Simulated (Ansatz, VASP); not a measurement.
**TePt in VASP and in Ansatz**

```
CELL_PARAMETERS angstrom
0.00000 2.95282 2.95282
2.95282 0.00000 2.95282
2.95282 2.95282 0.00000
ATOMIC_POSITIONS crystal
Pt 0.00000 0.00000 0.00000
Te 0.25000 0.25000 0.25000
```

Change from the starting cell: volume scaled by 1, PAW files.

Alike in both runs: task single point; functional LDA; k mesh 11 × 11 × 11; occupations fermi-dirac, width 0.05 eV; no spin polarisation.

```csv
,VASP,Ansatz
version,VASP 6.6.1,Ansatz 0.2.0
potentials or method,"VASP PAW LDA potentials, release 64 (Pt, Te)","PAW with Ansatz's default frozen-core files, scalar-relativistic"
plane-wave cutoff (eV),520,420
valence electrons in the cell,16,34
```

```tsv
	VASP	Ansatz	Ansatz less VASP
pressure (GPa)	0.1	0.0	-0.07
```

The two sets of potentials don't hold the same shells in valence.

Spin-orbit coupling is left out, which matters for the levels of Pt, Te.
